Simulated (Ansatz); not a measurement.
Runs of Ansatz 0.2.0 on SiO2. The structure is hexagonal, space group P6_322 (No. 182). Conventional cell: a = 5.069 Å, b = 5.069 Å, c = 8.558 Å, α = 90.00°, β = 90.00°, γ = 120.00°. Si (site symmetry 3) has 4 O at 1.60 to 1.61 Å as nearest neighbours. O (site symmetry 2) is surrounded by 2 Si at 1.61 Å. Around O (site symmetry 32) lie 2 Si at 1.60 Å. The cell comes from a database or a generator and needn't be the stable form of this composition.

```csv
level,gap on the mesh (eV),pressure (GPa),relaxed volume (Å³/atom)
PBEsol+D3(BJ),5.59,0.0,(a)
PBEsol+D3(BJ)-ATM,5.59,0.0,15.44
PBEsol,5.57,0.0,(b)
PBEsol+D4,5.58,0.0,15.68
```

Alike in all rows: task relaxation of cell and atoms; potentials or basis Ansatz PAW; no spin polarisation; cell relaxed; k mesh 6 × 6 × 3; cutoff (eV) 420; smearing fermi-dirac 0.05 eV.

Question: Estimate the missing entries.

Answer: (a) 15.39; (b) 15.90.

Caveats: odd divisions of the mesh miss points on the zone boundary, where band edges often lie, so the gap on the mesh can be too wide; the plane-wave basis is chosen anew once the cell has moved, so the energies of steps on either side of that aren't comparable; the PAW data sets come from PBE, with cores solved anew for the run's functional, which leaves a small shift of forces and pressure.

A k mesh can miss the band edges.
